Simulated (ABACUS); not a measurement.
## InAs: single point with HSE-type (share 0.25, screening 0.11/bohr)

The system is InAs.

```
In As
1.0
     0.00000    2.87730    2.87730
     2.87730    0.00000    2.87730
     2.87730    2.87730    0.00000
In As
1 1
Direct
  0.50000 0.50000 0.50000
  0.00000 0.00000 0.00000
```

Measurements of this composition are mostly on another form, of space group No. 216.

```
Program             : ABACUS 3.10.1
Task                : single point
Functional          : HSE-type (share 0.25, screening 0.11/bohr)
Potentials or basis : PseudoDojo NC SR 0.4.1 PBE standard
Cutoff              : 1361 eV
Density cutoff      : 5442 eV
Basis               : DZP LCAO (the cutoffs set its grid)
k mesh              : 4 × 4 × 4
Occupations         : fermi-dirac, width 0.05 eV
Spin                : no spin polarisation
```

The band gap on the k mesh is none (metal or under the smearing width) and the mulliken charges are In +0.04; As -0.04 e.

Levels at points of the mesh, in eV from the Fermi level:
```csv
k point,band 12,band 13,band 14,band 15,band 16,band 17
"(0.00, 0.00, 0.00)",-0.75,-0.55,-0.55,-0.55,7.94,7.94
"(0.50, 0.50, 0.50)",-7.59,0.01,0.01,2.76,3.39,3.39
"(0.50, 0.50, 0.00)",-5.50,-3.41,-2.80,-2.80,4.68,9.93
```

Run time: 61 s on 8 threads of AMD EPYC 9R45 96-Core Processor (Zen 5), on a shared host, peak memory 3.7 GiB.

Caveat: the k mesh is coarse (spacing up to 0.47 Å⁻¹), so the values aren't converged, least of all with exact exchange; the atomic orbitals were generated for these runs and aren't a published set; the hybrid runs on potentials with a model core; gaps of hybrids in this basis differ from plane-wave ones by up to 0.1 eV; Mulliken charges move with the basis; the basis of atomic orbitals isn't converged, which shifts pressures, moduli and gaps.
